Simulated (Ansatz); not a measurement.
InN: biaxial strain −4.72 %, plane normal [001], relaxed out of plane

Start from InN in the wurtzite structure (space group P6_3mc, No. 186; a = 3.581 Å, c = 5.788 Å). Axes: x lies along a and z along c of the hexagonal cell.

Modification: compressive biaxial strain of 4.72 % in the plane normal to [001], as in epitaxy on a mismatched substrate; the out-of-plane cell vector and the atoms relax.

Level of theory: PBE (Ansatz, a program for electronic structure, PAW, scalar-relativistic without spin-orbit coupling). Γ-centred 11×11×6 mesh, Fermi–Dirac width 0.05 eV.

The volume per atom drops by 0.987 Å³, from 16.06 Å³ to 15.08 Å³ and the space group is still P6_3mc (No. 186). The shortest interatomic distance decreases by 0.046 Å, from 2.183 Å to 2.137 Å and the pressure (mean of the normal stresses, compression positive) goes from zero to 8.6 GPa. The band gap is still zero and the out-of-plane strain comes out as +3.39 % (rough). The mean in-plane stress (compression positive) amounts to +12.9 GPa (rough).

Cost of the whole job for the changed cell (relaxation, final SCF and bands): very roughly 26 core-seconds.

The mesh was chosen for an insulator and is coarse for the gapless case. Without a gap, meshes like the base's 11×11×6 leave anisotropic stresses uncertain by several tenths of a GPa, and small strain energies with them. Whether these cells are dynamically stable was not tested. All final runs are without spin polarisation. The zero or small gap of InN can change with the level of theory.
